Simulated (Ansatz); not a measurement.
# CrO2 (P4_2/mnm) in Ansatz: notebook

The runs below take CrO2 through relaxation of cell and atoms, with PBEsol.

Everything below comes from runs of Ansatz 0.2.0. Logs are shortened: lines on timing, memory, paths and dates and some standing lists are left out, and cuts for length are marked.

## (1) The crystal as given

The structure is tetragonal, space group P4_2/mnm (No. 136). Conventional cell: a = 4.421 Å, b = 4.421 Å, c = 2.917 Å, α = 90.00°, β = 90.00°, γ = 90.00°. Cr (site symmetry mmm) has 6 O at 1.88 to 1.92 Å as nearest neighbours. O (site symmetry m2m) has 3 Cr at 1.88 to 1.92 Å as nearest neighbours.

## (2) Relaxation of cell and atoms, PBEsol, collinear spin, ferromagnetic start

input.yaml reads:

```yaml
crystal:
  lattice:
    - [4.421, 0.0, 0.0]
    - [0.0, 4.421, 0.0]
    - [0.0, 0.0, 2.917]
  atoms:
    - { symbol: Cr, position: [0.5, 0.5, 0.5], spin: 3.0 }
    - { symbol: Cr, position: [0.0, 0.0, 0.0], spin: 3.0 }
    - { symbol: O, position: [0.801, 0.199, 0.5] }
    - { symbol: O, position: [0.699, 0.699, 0.0] }
    - { symbol: O, position: [0.199, 0.801, 0.5] }
    - { symbol: O, position: [0.301, 0.301, 0.0] }
hamiltonian:
  xc: pbesol
  pseudopotentials: { kind: paw }
magnetization:
  spin_polarized: true
kpoints:
  mp_grid: { grid: [6, 6, 9] }
scf:
  occupations: { method: fermi_dirac, width: 0.05 }
output:
  forces: true
  stress: true
  eigenvalues: true
relax:
  f_tol: 0.01
  max_steps: 40
  cell: { stress_tol: 0.05 }
```

Potentials or basis: Ansatz PAW.

Started as:

```
ansatz run input.yaml --threads 2 --pin off --max-ram 5632MiB --backend cpu --events-out ev --progress --plain --runs-dir out
```

The program printed:

```text
Warning: RAYON_NUM_THREADS=2 ignored (pool sized by the plan → 2); use --threads N
Engine: ansatz 0.2.0, aarch64-unknown-linux-gnu
Pseudopotentials: kind: paw
Pseudopotential: Cr, paw, valence charge 14, recommended cutoff 420 eV (normal), Cr.paw.azcp
Pseudopotential: O, paw, valence charge 6, recommended cutoff 420 eV (normal), O.paw.azcp
Functional definition: PBEsol
  exchange = pbesol_x
  correlation = pbesol_c
Crystal: 6 atoms, lattice volume = 57.013 Å³
Basis set: ecut = 420 eV, 1121 PW (Γ), exchange–correlation on 60×60×40 points (8 copies of the dense FFT grid, shifted against one another)
Bands: 35, of which v1, the nominal top of the filled ones, is band 26 counted from 1 (25 counted from 0)
Symmetry: 16 space group operations
Space group: P42/mnm (ITA 136), of the structure as read, at distance tolerance 3.8e-5 Å
Magnetic group: BNS 136.495 (UNI 1155), of the structure as read, at distance tolerance 3.8e-5 Å
k-points: 50 of 324
Non-local potential: Cr, projectors of the file, l = 0: 3, l = 1: 2, l = 2: 3, l = 3: 1
Non-local potential: O, projectors of the file, l = 0: 2, l = 1: 2, l = 2: 1
PAW form: soft (Blöchl's): semilocal exchange-correlation on the pseudo side does not see the compensation charge
PAW frozen core: Cr, regenerated for the run's functional, and the local potential with it (the file was generated under x = pbe(κ = 0.804, μ = 0.2195149727645171), c = pbe(β = 0.06672455060314922))
PAW frozen core: O, regenerated for the run's functional, and the local potential with it (the file was generated under x = pbe(κ = 0.804, μ = 0.2195149727645171), c = pbe(β = 0.06672455060314922))
PAW one-centre angular grid: Cr, 590 points (default); XC on 64 Gauss nodes
PAW one-centre angular grid: O, 110 points (default); XC on 64 Gauss nodes
Initial density: superposition of atomic densities (chi_scale 0.1, normalization cell, long waves kept (reshape's long-wave potential 0.00 eV rms))
Starting moments: Σ|m| = 6 μB on 2 of 6 sites
Initial wavefunctions: pseudopotential atomic-orbital guess
Functional: x = pbesol(κ = 0.804, μ = 0.12345679012345678), c = pbesol(β = 0.046)
SCF iter   1: F=—  HF=-8943.676533 eV  |F-HF|=—  |Δ(HF+E_count)|=         —  Δρ=5.25e-2 (↑5.25e-2 ↓4.11e-2)  dr2=2.21e0  dr2_m=5.32e-1  M=4.000 μB ∫|m|=4.978 μB  β_m=0.30  ethr=3.10e-3  ⟨swp⟩=5.4  Hψ=11566  notcnv=0  defer=2
Mixer restart at iter 1: flushing history
preconditioner: auto → Kerker (q_TF=auto, 2.687 Å⁻¹)  [metal: Δε(μ)=0.005 eV  Ē_g=10.922 eV  σ=0.050 eV  W_gap=0.02  n_scr=18 (ndim 8)  ℏωp=29.5 eV  f_vac=0.000  D(μ)=1.45/eV (n_scr^D=8)]
spin=Collinear: Kerker preconditioning applied to the charge; magnetization (m = ρ↑ − ρ↓) channel mixes plain (no charge-response kernel on spin).
SCF iter   2: F=—  HF=-8943.387083 eV  |F-HF|=—  |Δ(HF+E_count)|=   2.89e-1  Δρ=3.50e-2 (↑3.50e-2 ↓2.69e-2)  dr2=7.42e-1  dr2_m=2.53e-1  M=4.000 μB ∫|m|=4.958 μB  β_m=0.53  ethr=3.10e-3  ⟨swp⟩=2.0  Hψ=5206  notcnv=0  defer=101
SCF iter   3: F=—  HF=-8943.305207 eV  |F-HF|=—  |Δ(HF+E_count)|=   8.19e-2  Δρ=1.03e-2 (↑1.03e-2 ↓7.66e-3)  dr2=7.33e-2  dr2_m=1.54e-2  M=4.000 μB ∫|m|=4.795 μB  β_m=0.62  ethr=1.43e-3  ⟨swp⟩=2.6  Hψ=5283  notcnv=0  defer=103
SCF iter   4: F=—  HF=-8943.309580 eV  |F-HF|=—  |Δ(HF+E_count)|=         —  Δρ=4.58e-3 (↑4.58e-3 ↓3.51e-3)  dr2=6.44e-3  dr2_m=7.05e-3  M=4.000 μB ∫|m|=4.632 μB  β_m=0.62  ethr=1.41e-4  ⟨swp⟩=2.9  Hψ=6437  notcnv=0  defer=103
Mixer restart at iter 4: flushing history
SCF iter   5: F=—  HF=-8943.314778 eV  |F-HF|=—  |Δ(HF+E_count)|=   5.20e-3  Δρ=2.69e-3 (↑1.28e-3 ↓2.69e-3)  dr2=3.93e-3  dr2_m=1.29e-3  M=4.000 μB ∫|m|=4.620 μB  β_m=0.81  ethr=1.24e-5  ⟨swp⟩=1.9  Hψ=4759  notcnv=0  defer=103
SCF iter   6: F=—  HF=-8943.320312 eV  |F-HF|=—  |Δ(HF+E_count)|=   5.53e-3  Δρ=1.19e-3 (↑6.50e-4 ↓1.19e-3)  dr2=1.70e-3  dr2_m=2.62e-4  M=4.000 μB ∫|m|=4.603 μB  β_m=0.91  ethr=7.57e-6  ⟨swp⟩=2.6  Hψ=6320  notcnv=0  defer=103
SCF iter   7: F=—  HF=-8943.320520 eV  |F-HF|=—  |Δ(HF+E_count)|=   2.07e-4  Δρ=2.54e-4 (↑2.54e-4 ↓2.46e-4)  dr2=2.55e-4  dr2_m=1.16e-6  M=4.000 μB ∫|m|=4.590 μB  β_m=0.95  ethr=3.27e-6  ⟨swp⟩=2.0  Hψ=5130  notcnv=0  defer=103
SCF iter   8: F=—  HF=-8943.320613 eV  |F-HF|=—  |Δ(HF+E_count)|=   9.30e-5  Δρ=3.64e-4 (↑3.64e-4 ↓2.40e-4)  dr2=1.73e-4  dr2_m=2.45e-6  M=4.000 μB ∫|m|=4.586 μB  β_m=0.98  ethr=4.91e-7  ⟨swp⟩=2.4  Hψ=5424  notcnv=0  defer=98
SCF iter   9: F=—  HF=-8943.320640 eV  |F-HF|=—  |Δ(HF+E_count)|=   2.75e-5  Δρ=8.74e-5 (↑8.74e-5 ↓8.20e-5)  dr2=1.53e-5  dr2_m=4.07e-8  M=4.000 μB ∫|m|=4.588 μB  β_m=0.96  ethr=3.32e-7  ⟨swp⟩=2.4  Hψ=5999  notcnv=0  defer=98
SCF iter  10: F=—  HF=-8943.320785 eV  |F-HF|=—  |Δ(HF+E_count)|=   1.45e-4  Δρ=3.01e-5 (↑3.01e-5 ↓2.61e-5)  dr2=2.19e-6  dr2_m=4.54e-9  M=4.000 μB ∫|m|=4.588 μB  β_m=0.98  ethr=2.94e-8  ⟨swp⟩=2.0  Hψ=5302  notcnv=0  defer=98
SCF iter  11: F=—  HF=-8943.320785 eV  |F-HF|=—  |Δ(HF+E_count)|=   2.58e-7  Δρ=5.09e-6 (↑5.09e-6 ↓4.17e-6)  dr2=5.97e-8  dr2_m=1.14e-9  M=4.000 μB ∫|m|=4.588 μB  β_m=0.99  ethr=4.22e-9  ⟨swp⟩=2.4  Hψ=5051  notcnv=0  defer=98
SCF iter  12: F=-8943.320785 eV  HF=-8943.320785 eV  |F-HF|=1.41e-8  |Δ(HF+E_count)|=   3.46e-8  Δρ=2.84e-6 (↑2.84e-6 ↓2.46e-6)  dr2=1.83e-8  dr2_m=5.57e-11  M=4.000 μB ∫|m|=4.588 μB  ethr=1.15e-10  ⟨swp⟩=7.0  Hψ=11302  notcnv=0
[... 97 lines left out ...]
SCF iter   5: F=-8943.358757 eV  HF=-8943.358757 eV  |F-HF|=0.00e0  |Δ(HF+E_count)|=  2.18e-11  Δρ=5.75e-8 (↑5.75e-8 ↓3.14e-8)  dr2=3.22e-12  dr2_m=2.10e-13  M=4.000 μB ∫|m|=4.508 μB  ethr=1.00e-12  ⟨swp⟩=2.5  Hψ=10405  notcnv=0
SCF 8 converged in 5 iterations: F = -8943.358757 eV  dr2 = 3.22e-12
relax step   8: F+E_penalty+E_count = -8943.35875738 eV  Δ(F+E_penalty+E_count) = +1.996e-4 eV  max|allowed force component| = 3.926e-5 eV/Å  Δτ_max = 0.0000 Å  P = -0.008 GPa  Ω = 55.712 Å³  stress off target by 9.88e-3 GPa  SCF on the basis re-selected at this cell (its energy is not comparable with the rows above)  (5 SCF iters)
basis re-selected at this cell: Δ(F+E_penalty+E_count) = +1.996e-4 eV, ΔP = -0.005 GPa vs the last step (what re-selecting the basis moved, of the pressure what is left beyond the Pulay correction that the steps carried, after the strain that the cell walked since its last selection, with what the two solves' SCF thresholds leave and, on support functions, any second-order correction that the steps lacked; it is no measure of the basis error at this ecutwfc). This SCF's stress stands 9.88e-3 GPa from its target on what of the cell is left free (relax.cell.stress_tol is 5.00e-2 GPa) and its largest allowed force component is 3.93e-5 eV/Å (relax.f_tol is 1.00e-2 eV/Å): within both
SCF converged after 5 iterations
Magnetization: 4.0000 μB (28.0000 up, 24.0000 down)
Absolute magnetization: 4.5085 μB (∫|ρ↑−ρ↓|, with the PAW one-centre terms)
Spin contamination: 0.0945 ħ² per cell (⟨S²⟩ above its minimum at these occupations)
Per-site moments (μB) at R_I (Å): [(1.699880325803268, 0.7771955934841376), (1.6998803258032684, 0.7771955934841375), (-0.05179087430896809, 0.7771955934841376), (-0.05179087430896799, 0.7771955934841378), (-0.051790874308968136, 0.7771955934841376), (-0.051790874308967894, 0.7771955934841375)]
Free energy (F): -8943.358757 eV
Harris-Foulkes:  -8943.358757 eV  (|F-HF|=0.00e0)
Internal energy: -8943.347022 eV  (E = F + TS)
E sigma→0 (E₀):  -8943.352890 eV
Entropy (-TS):   -0.011736 eV (-1.956 meV/atom)
Fermi energy:    11.147777 eV
--- Per-component energies (eV) ---
  E_band       = -490.013804
  E_kinetic    = 1376.892107
  E_local      = -4367.285970  (includes V_loc(G=0)·N_el)
  E_nonlocal   = 350.272750
  E_hartree    = 1742.981438
  E_xc         = -566.253581
  E_vxc        = -726.063665  (∫ρ·V_xc dr)
  E_paw        = -2938.492019  (= ΣΔE_a)
  E_vpaw       = -609.802476  (= ΣTr[D̂ρ^β])
  E_aug_tail   = 0.010684  (compensation charges beyond the density's cutoff)
  E_ewald      = -4541.933581
  E_core_change = 0.461151  (= ΣΔE_core)
  E_smearing   = -0.011736  (= −TS)
  E_closure    = -0.000000  (closes the sum)
  Σ components = -8943.358757   (vs F -8943.358757, Δ=0.00e0)
--- Forces (eV/Å), atoms counted from 1 ---
  atom   1  Cr     0.00000000     0.00000000     0.00000000
  atom   2  Cr     0.00000000    -0.00000000     0.00000000
  atom   3  O     -0.00003926     0.00003926     0.00000000
  atom   4  O      0.00003926     0.00003926     0.00000000
  atom   5  O      0.00003926    -0.00003926     0.00000000
  atom   6  O     -0.00003926    -0.00003926     0.00000000
  max |Σ_I F_I| component: 4.34e-19 eV/Å
--- Stress (GPa, compression-positive) ---
       -0.009876       0.000000       0.000000
        0.000000      -0.009876       0.000000
        0.000000       0.000000      -0.004633
  P = ⅓ Tr σ = -0.0081 GPa (-0.081 kbar)
--- Band table (eV; the first three rows and the last of 100) ---
  k-point 0 ↑: bands = ["-62.0990", "-62.0925", "-33.6267", "-33.6267", "-33.4949", "-33.4949", "-33.4272", "-33.4103", "-8.8940", "-7.1077", "-6.5868", "-6.5868", "3.1619", "3.8250", "4.2926", "5.5034", "5.5034", "7.0147", "7.0147", "7.5001", "9.3227", "9.5301", "9.7516", "9.7669", "9.7669", "9.9845", "9.9845", "10.0060", "10.4427", "12.3043", "12.3914", "15.0015", "15.0015", "15.9522", "18.5236"]
  k-point 1 ↑: bands = ["-62.0970", "-62.0909", "-33.6243", "-33.6243", "-33.4919", "-33.4919", "-33.4490", "-33.4331", "-8.7671", "-7.0616", "-6.6202", "-6.6202", "3.3347", "3.9453", "4.4413", "5.3614", "5.3614", "7.0348", "7.2761", "7.2761", "8.4456", "9.0510", "9.0510", "9.8208", "10.1083", "10.1148", "10.2218", "10.6296", "10.6296", "12.3165", "12.5125", "14.7672", "14.7672", "15.7568", "18.9078"]
  k-point 2 ↑: bands = ["-62.0917", "-62.0868", "-33.6182", "-33.6182", "-33.5036", "-33.4909", "-33.4842", "-33.4842", "-8.4163", "-6.9662", "-6.7053", "-6.7053", "3.8030", "4.2536", "4.8798", "5.2023", "5.2023", "6.1374", "7.3304", "7.7399", "7.7399", "8.2117", "8.2117", "9.5339", "10.0928", "10.2295", "10.5117", "11.2498", "11.2498", "12.0990", "12.9337", "14.3632", "14.3632", "15.1814", "19.9172"]
  k-point 49 ↓: bands = ["-59.8833", "-59.8833", "-31.6447", "-31.6447", "-31.3275", "-31.3275", "-31.2863", "-31.2863", "-7.0855", "-7.0855", "-7.0429", "-7.0429", "4.6153", "4.6153", "4.6773", "4.6773", "6.1978", "6.1978", "7.1010", "7.1010", "8.5522", "8.5522", "9.3041", "9.3041", "12.3799", "12.3799", "12.9972", "12.9972", "13.1785", "13.1785", "15.2227", "15.2227", "15.3704", "15.3704", "22.3696"]
--- Relaxed structure (6 steps of the walk, 6 accepted, 2 SCFs on fresh bases) ---
  F+E_penalty+E_count = -8943.35875738 eV   max|allowed force component| = 3.926e-5 eV/Å   (the final SCF, on the basis selected at the relaxed cell)
  cell:  # Å, volume = 55.7119 Å³
    - [4.3925226366949275, 2.0567057992614893e-34, 0.0]
    - [2.0567057992614893e-34, 4.3925226366949275, 0.0]
    - [0.0, 0.0, 2.8874879813805503]
  atoms:
    - { symbol: Cr, position: [0.5, 0.5, 0.5] }
    - { symbol: Cr, position: [-2.8611231272708155e-20, -6.130978129866005e-21, 0.0] }
    - { symbol: O, position: [0.8033034641408141, 0.196696535859186, 0.5] }
    - { symbol: O, position: [0.6966965358591859, 0.6966965358591859, 0.0] }
    - { symbol: O, position: [0.196696535859186, 0.8033034641408141, 0.5] }
    - { symbol: O, position: [0.30330346414081405, 0.30330346414081405, 0.0] }
```

Wall time 51 s (2 threads of Arm Neoverse V2, shared host); peak memory 0.45 GiB.

Results:

* Free energy: -8943.3588 eV
* Relaxed volume: 9.29 Å³/atom
* Relaxed cell: a = 4.393 Å, b = 4.393 Å, c = 2.887 Å, α = 90.00°, β = 90.00°, γ = 90.00°
* Space group after relaxing (to 0.05 Å): P4_2/mnm (No. 136)
* Energy gained by relaxing: 6.3 meV/atom
* Ionic steps: 8
* Pressure after relaxing: 0.0 GPa
* Band gap on the k mesh: none (metal or under the smearing width)
* Net moment: 4.00 μB per cell
* Absolute moment: 4.51 μB per cell
* Site moments: Cr +1.70; O -0.05 μB

The path:
```
step  energy change (eV)  largest force (eV/Å)  volume (Å³)
   1              0.0000                0.3423        57.01
   2             -0.0329                0.2105        56.20
   3             -0.0451                0.0241        55.69
   4             -0.0447                0.0110        55.77
   5             -0.0448                0.0001        55.76
   6             -0.0378                0.0004        55.76
   7             -0.0382                0.0001        55.71
   8             -0.0380                0.0001        55.71
```

Final structure:
```
CELL_PARAMETERS angstrom
4.39252 0.00000 0.00000
0.00000 4.39252 0.00000
0.00000 0.00000 2.88749
ATOMIC_POSITIONS crystal
Cr 0.50000 0.50000 0.50000
Cr 0.00000 0.00000 0.00000
O 0.80330 0.19670 0.50000
O 0.69670 0.69670 0.00000
O 0.19670 0.80330 0.50000
O 0.30330 0.30330 0.00000
```

Caveat: the plane-wave basis is chosen anew once the cell has moved, so the energies of steps on either side of that aren't comparable; the pressure holds a Pulay correction of +1.0 GPa for the finite cutoff; semilocal functionals often make such compounds metallic where correlation or magnetic order opens a gap, which also shifts bond lengths; only a ferromagnetic start was run, and an antiferromagnetic order may lie lower in energy; the PAW data sets come from PBE, with cores solved anew for the run's functional, which leaves a small shift of forces and pressure.

## (3) Relaxation of cell and atoms, PBEsol, collinear spin, ferromagnetic start, target pressure 2 GPa, at which the enthalpy is minimised

Changes to input.yaml since step 2:

```diff
@@ -28,2 +28,2 @@
   max_steps: 40
-  cell: { stress_tol: 0.05 }
+  cell: { stress_tol: 0.05, p_target: 2.0 }
```

Potentials or basis: Ansatz PAW.

Started as:

```
ansatz run input.yaml --threads 2 --pin off --max-ram 5632MiB --backend cpu --events-out ev --progress --plain --runs-dir out
```

Wall time 51 s (2 threads of Arm Neoverse V2, shared host); peak memory 0.45 GiB.

The run converged. Its results:

```yaml
Free_energy: -8943.3561 eV
Relaxed_volume: 9.21 Å³/atom
Relaxed_cell: a = 4.380 Å, b = 4.380 Å, c = 2.882 Å, α = 90.00°, β = 90.00°, γ = 90.00°
Space_group_after_relaxing_to_0.05_Å: P4_2/mnm (No. 136)
Energy_change_on_relaxing_the_enthalpy_is_what_falls: -5.9 meV/atom
Ionic_steps: 8
Pressure_after_relaxing: 2.0 GPa
Band_gap_on_the_k_mesh: none (metal or under the smearing width)
Net_moment: 4.00 μB per cell
Absolute_moment: 4.49 μB per cell
Site_moments: Cr +1.69; O -0.05 μB
```

Step by step:
```csv
step,energy change (eV),largest force (eV/Å),volume (Å³)
1,0.0000,0.3423,57.01
2,-0.0375,0.2012,55.93
3,-0.0435,0.0565,55.24
4,-0.0449,0.0047,55.35
5,-0.0359,0.0043,55.35
6,-0.0356,0.0027,55.28
7,-0.0356,0.0000,55.29
8,-0.0353,0.0000,55.29
```

Final structure:
```
CELL_PARAMETERS angstrom
4.37957 0.00000 0.00000
0.00000 4.37957 0.00000
0.00000 0.00000 2.88240
ATOMIC_POSITIONS crystal
Cr 0.50000 0.50000 0.50000
Cr 0.00000 0.00000 0.00000
O 0.80313 0.19687 0.50000
O 0.69687 0.69687 0.00000
O 0.19687 0.80313 0.50000
O 0.30313 0.30313 0.00000
```

Levels at points of the mesh, in eV from the Fermi level:
Spin up:
| k point | band 24 | band 25 | band 26 | band 27 | band 28 | band 29 | band 30 | band 31 | band 32 | band 33 |
| --- | --- | --- | --- | --- | --- | --- | --- | --- | --- | --- |
| (0.00, 0.00, 0.00) | -1.40 | -1.40 | -1.17 | -1.17 | -1.15 | -0.73 | 1.19 | 1.26 | 3.88 | 3.88 |
| (0.00, -0.50, 0.00) | -1.85 | -0.77 | -0.77 | -0.32 | -0.32 | 0.35 | 0.35 | 3.42 | 3.42 | 3.54 |
| (-0.50, -0.50, 0.00) | -2.32 | -1.52 | -1.52 | -1.15 | -1.15 | 0.91 | 0.91 | 2.86 | 2.86 | 3.85 |
Spin down:
| k point | band 22 | band 23 | band 24 | band 25 | band 26 | band 27 |
| --- | --- | --- | --- | --- | --- | --- |
| (0.00, 0.00, 0.00) | -1.50 | -1.50 | -1.06 | 0.75 | 0.80 | 1.04 |
| (0.00, -0.50, 0.00) | -3.09 | -1.91 | -1.91 | 1.46 | 1.46 | 1.68 |
| (-0.50, -0.50, 0.00) | -2.72 | -2.35 | -2.35 | 0.78 | 0.78 | 1.06 |

Caveat: the plane-wave basis is chosen anew once the cell has moved, so the energies of steps on either side of that aren't comparable; the pressure holds a Pulay correction of +1.0 GPa for the finite cutoff; semilocal functionals often make such compounds metallic where correlation or magnetic order opens a gap, which also shifts bond lengths; only a ferromagnetic start was run, and an antiferromagnetic order may lie lower in energy; the PAW data sets come from PBE, with cores solved anew for the run's functional, which leaves a small shift of forces and pressure. With open d or f shells a metallic result of PBEsol can be an artefact of self-interaction; +U or a hybrid may open a gap.

## (4) Relaxation of cell and atoms, PBEsol, collinear spin, ferromagnetic start, target pressure 5 GPa, at which the enthalpy is minimised

Changes to input.yaml since step 3:

```diff
@@ -28,2 +28,2 @@
   max_steps: 40
-  cell: { stress_tol: 0.05, p_target: 2.0 }
+  cell: { stress_tol: 0.05, p_target: 5.0 }
```

Started as:

```
ansatz run input.yaml --threads 2 --pin off --max-ram 5632MiB --backend cpu --events-out ev --progress --plain --runs-dir out
```

Wall time 51 s (2 threads of Arm Neoverse V2, shared host); peak memory 0.45 GiB.

The run converged. Its results:

```yaml
Free_energy: -8943.3431 eV
Relaxed_volume: 9.11 Å³/atom
Relaxed_cell: a = 4.361 Å, b = 4.361 Å, c = 2.875 Å, α = 90.00°, β = 90.00°, γ = 90.00°
Space_group_after_relaxing_to_0.05_Å: P4_2/mnm (No. 136)
Energy_change_on_relaxing_the_enthalpy_is_what_falls: -3.7 meV/atom
Ionic_steps: 8
Pressure_after_relaxing: 5.0 GPa
Band_gap_on_the_k_mesh: none (metal or under the smearing width)
Net_moment: 4.00 μB per cell
Absolute_moment: 4.46 μB per cell
Site_moments: Cr +1.68; O -0.05 μB
```

Step by step:
| step | energy change (eV) | largest force (eV/Å) | volume (Å³) |
| --- | --- | --- | --- |
| 1 | 0.0000 | 0.3423 | 57.01 |
| 2 | -0.0404 | 0.1874 | 55.54 |
| 3 | -0.0327 | 0.0487 | 54.65 |
| 4 | -0.0360 | 0.0149 | 54.77 |
| 5 | -0.0358 | 0.0015 | 54.76 |
| 6 | -0.0244 | 0.0019 | 54.76 |
| 7 | -0.0227 | 0.0000 | 54.68 |
| 8 | -0.0223 | 0.0001 | 54.68 |

Final structure:
```
Cr O
1.0
     4.36130    0.00000    0.00000
     0.00000    4.36130    0.00000
     0.00000    0.00000    2.87492
Cr O
2 4
Direct
  0.50000 0.50000 0.50000
  0.00000 0.00000 0.00000
  0.80291 0.19709 0.50000
  0.69709 0.69709 0.00000
  0.19709 0.80291 0.50000
  0.30291 0.30291 0.00000
```

Levels at points of the mesh, in eV from the Fermi level:
Spin up:
| k point | band 24 | band 25 | band 26 | band 27 | band 28 | band 29 | band 30 | band 31 | band 32 | band 33 |
| --- | --- | --- | --- | --- | --- | --- | --- | --- | --- | --- |
| (0.00, 0.00, 0.00) | -1.44 | -1.40 | -1.19 | -1.19 | -1.17 | -0.78 | 1.24 | 1.28 | 3.91 | 3.91 |
| (0.00, -0.50, 0.00) | -1.89 | -0.78 | -0.78 | -0.32 | -0.32 | 0.35 | 0.35 | 3.48 | 3.48 | 3.57 |
| (-0.50, -0.50, 0.00) | -2.36 | -1.54 | -1.54 | -1.16 | -1.16 | 0.92 | 0.92 | 2.93 | 2.93 | 3.89 |
Spin down:
```csv
k point,band 22,band 23,band 24,band 25,band 26,band 27
"(0.00, 0.00, 0.00)",-1.53,-1.53,-1.08,0.72,0.77,1.02
"(0.00, -0.50, 0.00)",-3.15,-1.94,-1.94,1.44,1.44,1.68
"(-0.50, -0.50, 0.00)",-2.76,-2.38,-2.38,0.76,0.76,1.04
```

Caveat: the plane-wave basis is chosen anew once the cell has moved, so the energies of steps on either side of that aren't comparable; the pressure holds a Pulay correction of +1.0 GPa for the finite cutoff; semilocal functionals often make such compounds metallic where correlation or magnetic order opens a gap, which also shifts bond lengths; only a ferromagnetic start was run, and an antiferromagnetic order may lie lower in energy; the PAW data sets come from PBE, with cores solved anew for the run's functional, which leaves a small shift of forces and pressure. With open d or f shells a metallic result of PBEsol can be an artefact of self-interaction; +U or a hybrid may open a gap.

(Part 1 of 2 ends here.)
